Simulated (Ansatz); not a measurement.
Ta:

```
CELL_PARAMETERS angstrom
2.90037 0.00000 0.00000
-1.45019 2.51180 0.00000
0.00000 0.00000 5.16627
ATOMIC_POSITIONS crystal
Ta 0.33333 0.66667 0.25000
Ta 0.66667 0.33333 0.75000
```

This isn't the form of Ta at room conditions, which is bcc.

Base run:

* Program: Ansatz 0.2.0
* Functional: LDA
* Potentials or basis: all-electron LAPW, scalar-relativistic
* Cutoff: 252 eV (chosen from the basis error)
* Basis error allowed: 0.001 eV/atom
* k mesh: 11 × 11 × 5
* Occupations: fermi-dirac, width 0.05 eV
* Spin: no spin polarisation

Its results: pressure -12.0 GPa.

**Question.** The run is repeated on the same cell with these changes: functional from LDA to PBEsol. What comes out?

**Answer.** Pressure -7.3 GPa.

PBEsol binds less tightly than LDA, so the same cell stands under more pressure.
